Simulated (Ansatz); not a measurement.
Runs of Ansatz 0.2.0 on AlRu. It takes space group Pm-3m (No. 221, cubic). The conventional cell has a = 2.992 Å, b = 2.992 Å, c = 2.992 Å, α = 90.00°, β = 90.00°, γ = 90.00°. Ru (site symmetry m-3m) is surrounded by 8 Al at 2.59 Å. Al (site symmetry m-3m) has 8 Ru at 2.59 Å as nearest neighbours. 

```csv
task,level,potentials or basis,cutoff (eV),smearing,basis error allowed,gap on the mesh (eV),pressure (GPa),V0 of scaled cells (Å³/atom),B0 (GPa)
single point,PBEsol,"all-electron LAPW, scalar-relativistic",241,fermi-dirac 0.05 eV,0.001 eV/atom,none,-3.4,-,-
equation of state,LDA,"all-electron LAPW, scalar-relativistic",-,fermi-dirac 0.05 eV,0.001 eV/atom,-,-,(b),232
equation of state,PBE,"all-electron LAPW, scalar-relativistic",-,fermi-dirac 0.05 eV,0.0005 eV/atom,-,-,(a),203
single point,PBE,"all-electron LAPW, scalar-relativistic",241,gaussian 0.1 eV,0.001 eV/atom,none,2.5,-,-
band structure,PBEsol,all-electron PAW datasets made for the crystal,280,fermi-dirac 0.05 eV,-,-,-3.4,-,-
```

Alike in all rows: no spin polarisation; cell as given; k mesh 9 × 9 × 9.

Task: Estimate the missing entries.

Result: (a) 13.55; (b) 12.88.

A k mesh can miss the band edges, and the runs leave out spin-orbit coupling on Ru.

A gap of «none» marks a metal or a gap under the smearing width.

Not every run made on this cell is shown here.
